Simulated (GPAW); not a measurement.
Write an ASE script for GPAW 26.7.0 that does the following.

| Item | Value |
| --- | --- |
| Task | single point |
| Functional | RPBE |
| Potentials or basis | the program's PAW data sets (release 1.2.1) made for this functional |
| Cutoff | 600 eV |
| Basis | pw |
| k mesh | 13 × 13 × 13 |
| Occupations | gaussian, width 0.05 eV |
| Spin | no spin polarisation |
| Maxiter | 150 |

The structure of Ga lies in POSCAR:

```
Ga
1.0
   -1.3843987196      1.3843987196      2.3112238365
    1.3843987196     -1.3843987196      2.3112238365
    1.3843987196      1.3843987196     -2.3112238365
Ga
1
Direct
    0.0000000000      0.0000000000      0.0000000000
```

This isn't the form of Ga at room conditions, which is orthorhombic.

One way to write it, as run:

run.py

```python
from ase.dft.bandgap import bandgap
from ase.io import read, write
from ase.units import GPa
from gpaw import GPAW, PW

atoms = read('POSCAR')

calc = GPAW(mode=PW(600),
            xc='RPBE',
            kpts={'size': (13, 13, 13), 'gamma': True},
            occupations={'name': 'methfessel-paxton', 'order': 0, 'width': 0.05},
            nbands=7,
            convergence={'density': 1e-05, 'energy': 1e-05},
            maxiter=150,
            txt='gpaw.txt')
atoms.calc = calc
energy = atoms.get_potential_energy()
forces = atoms.get_forces()
stress = atoms.get_stress()
calc.write('gs.gpw')
write('result.traj', atoms)
print(f'Energy: {energy:.6f} eV')
print('Forces (eV/A):')
print(forces.round(4))
print('Stress (GPa):', (stress / GPa).round(3))
print('Fermi level:', round(calc.get_fermi_level(), 4), 'eV')
print(f'Gap: {bandgap(calc)[0]:.4f} eV, direct: {bandgap(calc, direct=True)[0]:.4f} eV')
```

Potentials or basis: the program's PAW data sets (release 1.2.1) made for this functional, pw.

The run is started by

```sh
$ OMP_NUM_THREADS=1 python run.py
```

Results of the run:

- Pressure: 5.8 GPa
- Band gap on the k mesh: none (metal or under the smearing width)

Wall time 28 s on 1 thread of Arm Neoverse N1, on a shared host, peak memory 0.15 GiB.
